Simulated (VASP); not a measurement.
# Si (P6_3/mmc) in VASP: notebook

The runs below take Si through single point, with PBE.

Program: VASP 6.6.1. These are calculated values, not measurements. Logs are shortened: lines on timing, memory, paths and dates and some standing lists are left out, and cuts for length are marked.

## 1. Starting point

The structure is hexagonal, space group P6_3/mmc (No. 194). Conventional cell: a = 3.831 Å, b = 3.831 Å, c = 6.333 Å, α = 90.00°, β = 90.00°, γ = 120.00°. Around Si (site symmetry 3m) lie 4 Si at 2.35 to 2.37 Å.

This isn't the form of Si at room conditions, which is diamond.

## 2. Single point, PBE

Contents of INCAR:

```
ADDGRID  = False        
ALGO     = Normal         # electronic algorithm
EDIFF    = 1E-6           # SCF threshold, eV
ENCUT    = 520            # plane-wave cutoff, eV
GGA      = PE             # functional
ISIF     = 2              # what is computed and relaxed
ISMEAR   = 0              # smearing method
LASPH    = True           # aspherical terms in the spheres
LCHARG   = False          # write CHGCAR
LREAL    = False          # projectors in reciprocal space
LWAVE    = False          # write WAVECAR
NBANDS   = 16             # bands
NELM     = 100            # most SCF steps
PREC     = Accurate       # precision mode
SIGMA    = 0.05           # smearing width, eV
```

Contents of KPOINTS:

```
k-points
0
Gamma
  5 5 3
```

Contents of POSCAR:

```
Si
1.0
    3.8313174605      0.0000000000      0.0000000000
   -1.9156587303      3.3180182508      0.0000000000
    0.0000000000      0.0000000000      6.3326220002
Si
4
Direct
    0.6666666667      0.3333333333      0.9369905000
    0.3333333333      0.6666666667      0.4369905000
    0.6666666667      0.3333333333      0.5630095000
    0.3333333333      0.6666666667      0.0630095000
```

Potentials or basis: VASP PAW PBE potentials, release 64 (Si).

Launch:

```console
> cat potpaw_PBE.64/Si/POTCAR > POTCAR
> mpirun -np 1 vasp_std > vasp.out
```

OUTCAR:

```text
EDIFF = 1E-6
   ENCUT = 520
   GGA = PE
   ISIF = 2
   ISMEAR = 0
   LASPH = True
   LREAL = False
   NELM = 100
   PREC = Accurate

 Found     10 irreducible k-points:

 Following reciprocal coordinates:
            Coordinates               Weight
  0.000000  0.000000  0.000000      1.000000
  0.200000 -0.000000  0.000000      6.000000
  0.400000 -0.000000  0.000000      6.000000
  0.200000  0.200000  0.000000      6.000000
  0.400000  0.200000  0.000000      6.000000
  0.000000  0.000000  0.333333      2.000000
   k-points           NKPTS =     10   k-points in BZ     NKDIM =     10   number of bands    NBANDS=     16
   number of dos      NEDOS =    301   number of ions     NIONS =      4
   total plane-waves  NPLWV =  37632
   dimension x,y,z NGX =    28 NGY =   28 NGZ =   48
   dimension x,y,z NGXF=    56 NGYF=   56 NGZF=   96
   ions per type =               4
   NGX,Y,Z   is equivalent  to a cutoff of  12.15, 12.15, 12.60 a.u.
   NGXF,Y,Z  is equivalent  to a cutoff of  24.30, 24.30, 25.20 a.u.
 SYSTEM =  unknown system
   PREC   = accura    normal or accurate (medium, high low for compatibility)
   ISTART =      0    job   : 0-new  1-cont  2-samecut
   ICHARG =      2    charge: 1-file 2-atom 10-const
   ISPIN  =      1    spin polarized calculation?
   LNONCOLLINEAR =      F non collinear calculations
   LSORBIT =      F    spin-orbit coupling
   LASPH  =      T    aspherical Exc in radial PAW
   ENCUT  =  520.0 eV  38.22 Ry    6.18 a.u.   7.12  7.12 11.77*2*pi/ulx,y,z
   NELM   =    100;   NELMIN=  2; NELMDL= -5     # of ELM steps
   EDIFF  = 0.1E-05   stopping-criterion for ELM
   LREAL  =      F    real-space projection
   EDIFFG = 0.1E-04   stopping-criterion for IOM
   NSW    =      0    number of steps for IOM
   IBRION =     -1    ionic relax: 0-MD 1-quasi-New 2-CG
   NFREE  =      0    steps in history (QN), initial steepest desc. (CG)
   ISIF   =      2    stress and relaxation
   ISYM   =      2    0-nonsym 1-usesym 2-fastsym
   POTIM  = 0.5000    time-step for ionic-motion
   TEBEG  =    0.0;   TEEND  =   0.0 temperature during run
   PSTRESS=    0.0 pullay stress
   NELECT =      16.0000    total number of electrons
   NUPDOWN=      -1.0000    fix difference up-down
   EMIN   =  10.00;   EMAX   =-10.00  energy-range for DOS
   EFERMI =   0.00;   METHOD = LEGACY
   ISMEAR =     0;   SIGMA  =   0.05  broadening in eV -4-tet -1-fermi 0-gaus
   EFERMI_NEDOS =   21; number of points for ismear=-14 and -15
   IALGO  =     38    algorithm
   IMIX   =      4    mixing-type and parameters
     AMIX     =   0.40;   BMIX     =  1.00
     AMIX_MAG =   1.60;   BMIX_MAG =  1.00
  volume/ion in A,a.u.               =      20.13       135.81
  Fermi-wavevector in a.u.,A,eV,Ry     =   0.955384  1.805414 12.418837  0.912759
  Thomas-Fermi vector in A             =   2.084217
   LORBIT       =      0    0 simple, 1 ext, 2 COOP (PROOUT), +10 PAW based schemes
   GGA     = PE    functional components
   LHFCALC =     F    Hartree Fock is set to
   AEXX    =    0.0000 exact exchange contribution
   IVDW    =     0    specifies the selected vdW correction
   LEPSILON=     F    determine dielectric tensor
   LRPA    =     F    only Hartree local field effects (RPA)
 non-spin polarized calculation
 Gauss-broadening in eV      SIGMA  =   0.05
  energy-cutoff  :      520.00
  volume of cell :       80.50
 maximum number of plane-waves:      2183
   NGX = 15   NGY = 15   NGZ = 23

 number of electron      15.9999999 magnetization

 Free energy of the ion-electron system (eV)
  ---------------------------------------------------
  ext. energy  EPLUGINS =         0.00000000
  ---------------------------------------------------
  free energy    TOTEN  =       -21.56929670 eV

  energy without entropy =      -21.56929670  energy(sigma->0) =      -21.56929670

 E-fermi :   6.2542     XC(G=0):  -9.3766

 val. band max:        6.0410438943   @ k =   0.0000   0.0000   0.0000
 cond. band min:       6.5756180836   @ k =   0.4000  -0.0000   0.0000
 fundamental gap:      0.5345741893
 Fermi energy:         6.2541754856

 k-point     1 :       0.0000    0.0000    0.0000
  band No.  band energies     occupation
      1      -6.1529      2.00000
      2      -3.8682      2.00000
      3      -1.1757      2.00000
      4       4.5223      2.00000
      5       4.5223      2.00000
      6       5.6874      2.00000
[... 8 lines left out ...]
     15      10.2062      0.00000
     16      11.9589      0.00000

 k-point     2 :       0.2000   -0.0000    0.0000
  band No.  band energies     occupation
      1      -5.6919      2.00000
      2      -3.3965      2.00000
      3      -0.9946      2.00000
      4       2.1966      2.00000
      5       3.6655      2.00000
      6       3.8126      2.00000
[... 8 lines left out ...]
     15      11.7659      0.00000
     16      11.7687      0.00000

 k-point     3 :       0.4000   -0.0000    0.0000
  band No.  band energies     occupation
      1      -4.4394      2.00000
      2      -2.0940      2.00000
      3      -1.8406      2.00000
      4       0.7837      2.00000
      5       1.1875      2.00000
      6       3.0863      2.00000
[... 8 lines left out ...]
     15      12.7153      0.00000
     16      13.8368      0.00000

 k-point     4 :       0.2000    0.2000    0.0000
  band No.  band energies     occupation
      1      -4.8116      2.00000
      2      -2.4867      2.00000
      3      -1.2905      2.00000
      4       1.3843      2.00000
      5       1.7464      2.00000
      6       2.1274      2.00000
[... 8 lines left out ...]
     15      11.3681      0.00000
     16      12.7802      0.00000

 k-point     5 :       0.4000    0.2000    0.0000
  band No.  band energies     occupation
      1      -3.6140      2.00000
      2      -2.5055      2.00000
      3      -1.2072      2.00000
      4      -0.0101      2.00000
      5       1.2261      2.00000
      6       2.0795      2.00000
[... 8 lines left out ...]
     15      12.2657      0.00000
     16      13.2741      0.00000

 k-point     6 :       0.0000    0.0000    0.3333
  band No.  band energies     occupation
      1      -5.7967      2.00000
      2      -4.7977      2.00000
      3       0.4238      2.00000
      4       3.3296      2.00000
      5       4.7955      2.00000
      6       4.7955      2.00000
[... 8 lines left out ...]
     15      11.2527      0.00000
     16      12.9760      0.00000

 [... further k-points ...]

------------------------ aborting loop because EDIFF is reached ----------------------------------------

  FORCE on cell =-STRESS in cart. coord.  units (eV):
  Direction    XX          YY          ZZ          XY          YZ          ZX
  --------------------------------------------------------------------------------------
  -------------------------------------------------------------------------------------
  Total        0.8283989      0.8283989      0.6353959     -0.0000000     -0.0000000      0.0000000
  in kB       16.4869227     16.4869227     12.6457471     -0.0000000     -0.0000000      0.0000000
  external PRESSURE =      15.2065308 kB  Pullay stress =       0.0000000 kB

 VOLUME and BASIS-vectors are now :
 -----------------------------------------------------------------------------
  energy-cutoff  :      520.00
  volume of cell :       80.50
      direct lattice vectors                 reciprocal lattice vectors
     3.831317461  0.000000000  0.000000000     0.261006823  0.150692360  0.000000000
    -1.915658730  3.318018251  0.000000000     0.000000000  0.301384720  0.000000000
     0.000000000  0.000000000  6.332622000     0.000000000  0.000000000  0.157912473

 POSITION                                       TOTAL-FORCE (eV/Angst)
 -----------------------------------------------------------------------------------
      1.91566      1.10601      5.93361        -0.000000      0.000000      0.021386
     -0.00000      2.21201      2.76730         0.000000     -0.000000      0.021386
      1.91566      1.10601      3.56533        -0.000000      0.000000     -0.021386
     -0.00000      2.21201      0.39902         0.000000     -0.000000     -0.021386
 -----------------------------------------------------------------------------------
    total drift:                                0.000000     -0.000000      0.000000

  FREE ENERGIE OF THE ION-ELECTRON SYSTEM (eV)
  ---------------------------------------------------
  free  energy   TOTEN  =       -21.5692967039 eV

  energy  without entropy=      -21.5692967039  energy(sigma->0) =      -21.56929670
```

Run time: 7.2 s. Hardware: 1 thread of Intel Xeon Platinum 8488C (Sapphire Rapids), shared host; peak memory 0.17 GiB.

The run converged, but some of its settings lie outside the range that counts as converged, so its numbers aren't taken as properties of the crystal.

What came out:

```yaml
Free_energy: -21.5693 eV
Pressure: 1.5 GPa
Largest_force: 0.021 eV/Å
Band_gap_on_the_k_mesh: 0.53 eV, indirect (least direct gap 1.03 eV)
```

Caveat: an odd mesh through Γ misses points on the zone boundary, where band edges often lie.

## 3. Single point, PBE

INCAR is that of step 2.

KPOINTS is that of step 2.

Contents of POSCAR:

```
Si
1.0
    3.8313174605      0.0000000000      0.0000000000
   -1.9156587303      3.3180182508      0.0000000000
    0.0000000000      0.0000000000      6.3326220002
Si
4
Direct
    0.6655130000      0.3227030000      0.9380340000
    0.3547120000      0.6831860000      0.4293900000
    0.6599490000      0.3251260000      0.5656880000
    0.3139780000      0.6447660000      0.0617650000
```

Potentials or basis: VASP PAW PBE potentials, release 64 (Si).

Launch:

```console
> cat potpaw_PBE.64/Si/POTCAR > POTCAR
> mpirun -np 1 vasp_std > vasp.out
```

Run time: 20 s. Hardware: 1 thread of Intel Xeon Platinum 8488C (Sapphire Rapids), shared host; peak memory 0.19 GiB.

These settings aren't checked as converged: the numbers below hold their error.

Results:

| Property | Result |
| --- | --- |
| Free energy | -21.4571 eV |
| Pressure | 1.7 GPa |
| Largest force | 1.382 eV/Å |
| Band gap on the k mesh | 0.22 eV, indirect (least direct gap 0.75 eV) |

Caveat: an odd mesh through Γ misses points on the zone boundary, where band edges often lie.

## 4. Single point, PBE

INCAR: that of step 3 with these lines changed.

```diff
@@ -3,3 +3,3 @@
 EDIFF    = 1E-6           # SCF threshold, eV
-ENCUT    = 520            # plane-wave cutoff, eV
+ENCUT    = 280            # plane-wave cutoff, eV
 GGA      = PE             # functional
```

Contents of KPOINTS:

```
k-points
0
Gamma
  7 7 4
```

Contents of POSCAR:

```
Si
1.0
    3.8313174605      0.0000000000      0.0000000000
   -1.9156587303      3.3180182508      0.0000000000
    0.0000000000      0.0000000000      6.3326220002
Si
4
Direct
    0.6666666667      0.3333333333      0.9369905000
    0.3333333333      0.6666666667      0.4369905000
    0.6666666667      0.3333333333      0.5630095000
    0.3333333333      0.6666666667      0.0630095000
```

Launch:

```console
> cat potpaw_PBE.64/Si/POTCAR > POTCAR
> mpirun -np 1 vasp_std > vasp.out
```

Run time: 6.6 s. Hardware: 1 thread of Intel Xeon Platinum 8488C (Sapphire Rapids), shared host; peak memory 0.14 GiB.

The run converged, but some of its settings lie outside the range that counts as converged, so its numbers aren't taken as properties of the crystal.

Results:

```
Free energy            : -21.6202 eV
Largest force          : 0.009 eV/Å
Band gap on the k mesh : 0.48 eV, indirect (least direct gap 1.03 eV)
```

Caveat: the cutoff is under 1.25 times the usual one of these potentials, so pressure, stress and relaxed cells hold a basis-set (Pulay) error; an odd mesh through Γ misses points on the zone boundary, where band edges often lie.

## 5. Single point, PBE

INCAR is that of step 4.

KPOINTS is that of step 4.

Contents of POSCAR:

```
Si
1.0
    3.8313174605      0.0000000000      0.0000000000
   -1.9156587303      3.3180182508      0.0000000000
    0.0000000000      0.0000000000      6.3326220002
Si
4
Direct
    0.6655130000      0.3227030000      0.9380340000
    0.3547120000      0.6831860000      0.4293900000
    0.6599490000      0.3251260000      0.5656880000
    0.3139780000      0.6447660000      0.0617650000
```

Launch:

```console
> cat potpaw_PBE.64/Si/POTCAR > POTCAR
> mpirun -np 1 vasp_std > vasp.out
```

Wall time 21 s (1 thread of Intel Xeon Platinum 8488C (Sapphire Rapids), shared host); peak memory 0.16 GiB.

The run converged, but some of its settings lie outside the range that counts as converged, so its numbers aren't taken as properties of the crystal.

Results:

```
Free energy            : -21.5094 eV
Largest force          : 1.368 eV/Å
Band gap on the k mesh : 0.17 eV, indirect (least direct gap 0.76 eV)
```

Caveat: the cutoff is under 1.25 times the usual one of these potentials, so pressure, stress and relaxed cells hold a basis-set (Pulay) error; an odd mesh through Γ misses points on the zone boundary, where band edges often lie.
